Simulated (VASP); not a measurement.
# Pb (C2/m) in VASP: further runs, part 2 of 2

VASP 6.6.1.

## (5) Single point, LDA

INCAR reads:

```
SYSTEM = Pb
ADDGRID = .False. ; ALGO = Normal
EDIFF = 1E-6 ; ENCUT = 220
GGA = CA ; ISIF = 2
ISMEAR = 1 ; LASPH = .True.
LCHARG = .False. ; LREAL = .False.
LWAVE = .False. ; NELM = 100
PREC = Accurate ; SIGMA = 0.2
```

KPOINTS reads:

```
k-points
0
Gamma
  14 14 7
  0 0 0
```

POSCAR reads:

```
Pb
1.0
    3.0386068135     -1.7503199600      0.0000000000
    3.0386068135      1.7503199600      0.0000000000
   -2.1154626375      0.0000000000      6.0952248674
Pb
2
Direct
    0.9085084100      0.9085084100      0.7262922000
    0.0914915900      0.0914915900      0.2737078000
```

Potentials or basis: VASP PAW LDA potentials, release 64 (Pb_d).

Started as:

```console
> cat potpaw_LDA.64/Pb_d/POTCAR > POTCAR
> mpirun -np 1 vasp_std > vasp.out
```

OUTCAR:

```text
SYSTEM = Pb
   EDIFF = 1E-6
   ENCUT = 220
   GGA = CA
   ISIF = 2
   ISMEAR = 1
   LASPH = .True.
   LREAL = .False.
   NELM = 100
   PREC = Accurate

 Found    372 irreducible k-points:

 Following reciprocal coordinates:
            Coordinates               Weight
  0.000000  0.000000  0.000000      1.000000
  0.071429 -0.000000 -0.000000      4.000000
  0.142857  0.000000 -0.000000      4.000000
  0.214286  0.000000 -0.000000      4.000000
  0.285714  0.000000  0.000000      4.000000
  0.357143  0.000000 -0.000000      4.000000
   k-points           NKPTS =    372   k-points in BZ     NKDIM =    372   number of bands    NBANDS=     18
   number of dos      NEDOS =    301   number of ions     NIONS =      2
   total plane-waves  NPLWV =  10368
   dimension x,y,z NGX =    18 NGY =   18 NGZ =   32
   dimension x,y,z NGXF=    36 NGYF=   36 NGZF=   64
   ions per type =               2
   NGX,Y,Z   is equivalent  to a cutoff of   8.53,  8.53,  8.25 a.u.
   NGXF,Y,Z  is equivalent  to a cutoff of  17.07, 17.07, 16.49 a.u.
 SYSTEM =  Pb
   PREC   = accura    normal or accurate (medium, high low for compatibility)
   ISTART =      0    job   : 0-new  1-cont  2-samecut
   ICHARG =      2    charge: 1-file 2-atom 10-const
   ISPIN  =      1    spin polarized calculation?
   LNONCOLLINEAR =      F non collinear calculations
   LSORBIT =      F    spin-orbit coupling
   LASPH  =      T    aspherical Exc in radial PAW
   ENCUT  =  220.0 eV  16.17 Ry    4.02 a.u.   4.24  4.24  7.80*2*pi/ulx,y,z
   NELM   =    100;   NELMIN=  2; NELMDL= -5     # of ELM steps
   EDIFF  = 0.1E-05   stopping-criterion for ELM
   LREAL  =      F    real-space projection
   EDIFFG = 0.1E-04   stopping-criterion for IOM
   NSW    =      0    number of steps for IOM
   IBRION =     -1    ionic relax: 0-MD 1-quasi-New 2-CG
   NFREE  =      0    steps in history (QN), initial steepest desc. (CG)
   ISIF   =      2    stress and relaxation
   ISYM   =      2    0-nonsym 1-usesym 2-fastsym
   POTIM  = 0.5000    time-step for ionic-motion
   TEBEG  =    0.0;   TEEND  =   0.0 temperature during run
   PSTRESS=    0.0 pullay stress
   NELECT =      28.0000    total number of electrons
   NUPDOWN=      -1.0000    fix difference up-down
   EMIN   =  10.00;   EMAX   =-10.00  energy-range for DOS
   EFERMI =   0.00;   METHOD = LEGACY
   ISMEAR =     1;   SIGMA  =   0.20  broadening in eV -4-tet -1-fermi 0-gaus
   EFERMI_NEDOS =   21; number of points for ismear=-14 and -15
   IALGO  =     38    algorithm
   IMIX   =      4    mixing-type and parameters
     AMIX     =   0.40;   BMIX     =  1.00
     AMIX_MAG =   1.60;   BMIX_MAG =  1.00
  volume/ion in A,a.u.               =      32.42       218.77
  Fermi-wavevector in a.u.,A,eV,Ry     =   1.237438  2.338420 20.833975  1.531254
  Thomas-Fermi vector in A             =   2.372006
   LORBIT       =      0    0 simple, 1 ext, 2 COOP (PROOUT), +10 PAW based schemes
   GGA     = CA    functional components
   LHFCALC =     F    Hartree Fock is set to
   AEXX    =    0.0000 exact exchange contribution
   IVDW    =     0    specifies the selected vdW correction
   LEPSILON=     F    determine dielectric tensor
   LRPA    =     F    only Hartree local field effects (RPA)
 non-spin polarized calculation
 Methfessel and Paxton  Order N= 1 SIGMA  =   0.20
  energy-cutoff  :      220.00
  volume of cell :       64.84
 maximum number of plane-waves:       494
 NGX is ok and might be reduce to    18
   NGX =  9   NGY =  9   NGZ = 15

 number of electron      27.9999977 magnetization

 Free energy of the ion-electron system (eV)
  ---------------------------------------------------
  ext. energy  EPLUGINS =         0.00000000
  ---------------------------------------------------
  free energy    TOTEN  =        -8.27694790 eV

  energy without entropy =       -8.27772318  energy(sigma->0) =       -8.27720633

 E-fermi :   6.2607     XC(G=0): -10.0936

 val. band max:        6.2569901686   @ k =  -0.4286   0.5000   0.4286
 cond. band min:       6.2619163842   @ k =   0.1429   0.0000   0.4286
 fundamental gap:      0.0049262155
 Fermi energy:         6.2606601208

 k-point     1 :       0.0000    0.0000    0.0000
  band No.  band energies     occupation
      1     -10.8172      2.00000
      2     -10.7090      2.00000
      3     -10.7069      2.00000
      4     -10.7038      2.00000
      5     -10.7027      2.00000
      6     -10.6836      2.00000
[... 10 lines left out ...]
     17      12.6937      0.00000
     18      12.8070      0.00000

 k-point     2 :       0.0714   -0.0000   -0.0000
  band No.  band energies     occupation
      1     -10.8130      2.00000
      2     -10.7117      2.00000
      3     -10.7061      2.00000
      4     -10.6956      2.00000
      5     -10.6934      2.00000
      6     -10.6669      2.00000
[... 10 lines left out ...]
     17      12.6726      0.00000
     18      12.7896      0.00000

 k-point     3 :       0.1429    0.0000   -0.0000
  band No.  band energies     occupation
      1     -10.8016      2.00000
      2     -10.7306      2.00000
      3     -10.7161      2.00000
      4     -10.6673      2.00000
      5     -10.6620      2.00000
      6     -10.6436      2.00000
[... 10 lines left out ...]
     17      12.4143      0.00000
     18      12.6662      0.00000

 k-point     4 :       0.2143    0.0000   -0.0000
  band No.  band energies     occupation
      1     -10.7903      2.00000
      2     -10.7459      2.00000
      3     -10.7278      2.00000
      4     -10.6582      2.00000
      5     -10.6357      2.00000
      6     -10.6168      2.00000
[... 10 lines left out ...]
     17      11.8021      0.00000
     18      12.6125      0.00000

 k-point     5 :       0.2857    0.0000    0.0000
  band No.  band energies     occupation
      1     -10.7944      2.00000
      2     -10.7572      2.00000
      3     -10.7344      2.00000
      4     -10.6943      2.00000
      5     -10.6246      2.00000
      6     -10.5714      2.00000
[... 10 lines left out ...]
     17      11.1820      0.00000
     18      12.3013      0.00000

 k-point     6 :       0.3571    0.0000   -0.0000
  band No.  band energies     occupation
      1     -10.8107      2.00000
      2     -10.7723      2.00000
      3     -10.7445      2.00000
      4     -10.7195      2.00000
      5     -10.6282      2.00000
      6     -10.5418      2.00000
[... 10 lines left out ...]
     17      10.6783      0.00000
     18      11.3525      0.00000

 [... further k-points ...]

------------------------ aborting loop because EDIFF is reached ----------------------------------------

  FORCE on cell =-STRESS in cart. coord.  units (eV):
  Direction    XX          YY          ZZ          XY          YZ          ZX
  --------------------------------------------------------------------------------------
  -------------------------------------------------------------------------------------
  Total       -3.6116241     -3.6383462     -3.2289308      0.0000000      0.0000000      0.0111762
  in kB      -89.2486068    -89.9089483    -79.7916866      0.0000000      0.0000000      0.2761818
  external PRESSURE =     -86.3164139 kB  Pullay stress =       0.0000000 kB

 VOLUME and BASIS-vectors are now :
 -----------------------------------------------------------------------------
  energy-cutoff  :      220.00
  volume of cell :       64.84
      direct lattice vectors                 reciprocal lattice vectors
     3.038606813 -1.750319960  0.000000000     0.164549095 -0.285662057  0.057109864
     3.038606813  1.750319960  0.000000000     0.164549095  0.285662057  0.057109864
    -2.115462637  0.000000000  6.095224867     0.000000000  0.000000000  0.164062856

 POSITION                                       TOTAL-FORCE (eV/Angst)
 -----------------------------------------------------------------------------------
      3.98476      0.00000      4.42691         0.015421      0.000000     -0.073405
     -0.02300      0.00000      1.66831        -0.015421      0.000000      0.073405
 -----------------------------------------------------------------------------------
    total drift:                                0.000000      0.000000     -0.000000

  FREE ENERGIE OF THE ION-ELECTRON SYSTEM (eV)
  ---------------------------------------------------
  free  energy   TOTEN  =        -8.2769478983 eV

  energy  without entropy=       -8.2777231793  energy(sigma->0) =       -8.27720633
```

OSZICAR:

```text
N       E                     dE             d eps       ncg     rms          rms(c)
DAV:   1     0.198449041430E+03    0.19845E+03   -0.96177E+03 13618   0.942E+02
DAV:   2     0.130221909558E+01   -0.19715E+03   -0.19488E+03 13732   0.336E+02
DAV:   3    -0.816666808601E+01   -0.94689E+01   -0.94039E+01 15890   0.873E+01
DAV:   4    -0.830774887994E+01   -0.14108E+00   -0.14091E+00 14966   0.122E+01
DAV:   5    -0.831179938656E+01   -0.40505E-02   -0.40504E-02 15042   0.177E+00    0.814E-01
DAV:   6    -0.828429597117E+01    0.27503E-01   -0.45016E-02 16308   0.251E+00    0.405E-01
DAV:   7    -0.827744399694E+01    0.68520E-02   -0.20606E-02 15270   0.157E+00    0.132E-01
DAV:   8    -0.827694951105E+01    0.49449E-03   -0.83492E-04 14176   0.388E-01    0.116E-02
DAV:   9    -0.827694778968E+01    0.17214E-05   -0.56391E-05 14478   0.696E-02    0.616E-03
DAV:  10    -0.827694789830E+01   -0.10861E-06   -0.62325E-06 15004   0.295E-02
   1 F= -.82769479E+01 E0= -.82772063E+01  d E =0.775281E-03
```

stdout:

```text
POSCAR found type information on POSCAR Pb
 POSCAR found :  1 types and       2 ions
 scaLAPACK will be used
 LDA part: xc-table for (Slater(with rela. corr.)+CA(PZ))
 , standard interpolation
 POSCAR, INCAR and KPOINTS ok, starting setup
 FFT: planning ... GRIDC
 FFT: planning ... GRID_SOFT
 FFT: planning ... GRID
 WAVECAR not read
 entering main loop
```

It took 32 s on 1 thread of Intel Xeon 6975P-C (Granite Rapids), shared host; peak memory 0.19 GiB.

The run converged, but a check on its numbers failed (symmetry, net force, bounds or a known fault of this set-up), so they aren't taken as properties of the crystal.

Caveat: the cutoff lies under the usual one of these potentials, so the numbers hold a large basis-set error.
